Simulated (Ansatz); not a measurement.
**Straining SiO2**

These are results of Ansatz 0.2.0, DFT r2SCAN, scalar-relativistic, plane waves, PAW, not measurements. Run with 500 eV cutoff, 6×6×6 k-mesh, Gaussian smearing of 0.02 eV, no spin polarisation.

Reference structure (relaxed):

```xyz
12
Lattice="-4.4694 4.4694 2.6157 4.4694 -4.4694 2.6157 4.4694 4.4694 -2.6157" Properties=species:S:1:pos:R:3 pbc="T T T"
Si    1.5818    1.5818    0.0000
Si   -2.8875    2.8875    2.6157
Si    2.8875   -2.8875    2.6157
Si    2.8875    2.8875    2.6157
O     2.2347    2.2347    1.3079
O     2.2347   -2.2347    1.3079
O    -2.2347    2.2347    1.3079
O     2.2347    2.2347   -1.3079
O     1.8668    0.0000    0.0000
O     0.0000    7.0720    0.0000
O     0.0000    1.8668    0.0000
O     7.0720    0.0000    0.0000
```

Deformation: shear that moves c along a by the strain times its height over the a-b plane, the cell held and the atoms relaxed, all within the symmetry that the strain leaves. Energies are extrapolated to zero smearing. Gaps are generalised Kohn–Sham gaps over the whole zone.

| strain (%) | ΔE (meV/atom) | a (Å) | b (Å) | c (Å) | gap (eV) |
| --- | --- | --- | --- | --- | --- |
| +0.0 | 0.0 | 6.841 | 6.841 | 6.841 | 6.08 |
| +1.0 | 0.0 | 6.841 | 6.841 | 6.832 | 6.07 |
| +2.0 | 0.1 | 6.841 | 6.841 | 6.823 | 6.06 |
| +3.0 | 0.5 | 6.841 | 6.841 | 6.815 | 6.06 |
| +4.0 | 1.2 | 6.841 | 6.841 | 6.808 | 6.06 |
| +6.0 | 3.8 | 6.841 | 6.841 | 6.795 | 6.04 |

(1) What stiffness (1/V) d²E/dε² at zero strain does a cubic fit over all points give?

Results:

(1) A cubic fit gives (1/V) d²E/dε² = 3 GPa at zero strain (the shear constant for this plane and direction).

This form isn't the usual stable structure of the compound.

Cost: 6 runs of about 25 core-minutes in all, on Intel Xeon 6975P-C (Granite Rapids) (shared hosts).